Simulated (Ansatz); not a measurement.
**Lu: the order of phases, without relativity**

Aim: relax Lu in several structures (fcc, bcc, hcp) and rank them by energy, without relativity. Methods of the runs shown: PAW and LAPW.

Program: Ansatz 0.2.0. Level of theory: DFT PBE, with the methods named in each step. These are calculated values, not measurements.

### 1 The structure to begin with

It takes space group Fm-3m (No. 225, cubic). Conventional cell: a = 4.887 Å, b = 4.887 Å, c = 4.887 Å, α = 90.00°, β = 90.00°, γ = 90.00°. Lu (site symmetry m-3m) is surrounded by 12 Lu at 3.46 Å.

Coordinates:

```
CELL_PARAMETERS angstrom
0.00000 2.44328 2.44328
2.44328 0.00000 2.44328
2.44328 2.44328 0.00000
ATOMIC_POSITIONS crystal
Lu 0.00000 0.00000 0.00000
```

The PAW steps are scalar-relativistic and only prepare the cells; LAPW drops relativity.

### 2 Fcc relaxed, PAW

input.yaml reads:

```yaml
crystal:
  lattice:
    - [0.0, 2.4432830035, 2.4432830035]
    - [2.4432830035, 0.0, 2.4432830035]
    - [2.4432830035, 2.4432830035, 0.0]
  atoms:
    - { symbol: Lu, position: [0.0, 0.0, 0.0] }
kpoints:
  mp_grid: { grid: [15, 15, 15] }
scf:
  occupations: { method: fermi_dirac, width: 0.05 }
hamiltonian:
  xc: pbe
  pseudopotentials: { kind: paw }
output:
  forces: true
  stress: true
relax:
  f_tol: 0.005
  max_steps: 40
  cell: {}
```

Launch:

```bash
ansatz run input.yaml --threads 1 --pin off --max-ram 3072MiB --backend cpu --events-out ev --progress --plain --runs-dir out
```

The runs that follow: Fcc relaxed, LAPW; Bcc relaxed, PAW; Bcc relaxed, LAPW; Hcp relaxed, PAW; Hcp relaxed, LAPW.

Q: Predict the outcome of this session. Wanted: lowest (for each run or level that gives them).

**Answer**, as computed:

| quantity | value |
| --- | --- |
| lowest (LAPW) | hcp, 25.6 meV/atom under fcc |
| lowest (PAW) | hcp, 43.2 meV/atom under fcc |

By LAPW the order is hcp < fcc < bcc. By PAW the order is hcp < fcc < bcc. Only LAPW drops relativity: the PAW files are scalar-relativistic and give the starting cells, so the two sets of rows differ by relativity and by the method's own errors together. Only these structures were tried, with electrons smeared by 0.05 eV and without vibrations, so the true ground state may be another. The k meshes differ between phases and weren't tested, which can move differences by some meV. Spin-orbit coupling is left out, though the cell holds Lu; in elements this heavy it can shift bands and gaps by tenths of an eV.
